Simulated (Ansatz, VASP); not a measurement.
One calculation of Au, two programs

```
CELL_PARAMETERS angstrom
0.00000 2.12732 2.12732
2.12732 0.00000 2.12732
2.12732 2.12732 0.00000
ATOMIC_POSITIONS crystal
Au 0.00000 0.00000 0.00000
```

Change from the starting cell: strain +0.040 along x and y, +0.040 along z, atoms carried along.

Alike in both runs: task single point; functional PBEsol; k mesh 20 × 20 × 20; occupations gaussian, width 0.15 eV; no spin polarisation.

```csv
,VASP,Ansatz
version,VASP 6.6.1,Ansatz 0.2.0
potentials or method,"VASP PAW PBE potentials, release 64 (Au)","scalar-relativistic, plane waves, PAW"
plane-wave cutoff (eV),520,420
valence electrons in the cell,11,19
```

Ansatz gave:

```
gap on the k mesh at the Fermi level (eV) : none
pressure (GPa)                            : -15.0
```

Q: Estimate VASP's values.

A: gap on the k mesh at the Fermi level (eV): none; pressure (GPa): -15.2.

A gap of «none» marks a metal or a gap that the smearing closes. With one functional, cell and mesh, what is left measures potentials, basis and numerics. The two sets of potentials don't hold the same shells in valence.

Caveats: so large a pressure means that the cell lies far from this level's equilibrium, or that cutoff or potentials fall short (VASP); the potentials were made for another functional, which shifts forces and pressure (VASP). Spin-orbit coupling is left out, which matters for the levels of Au.
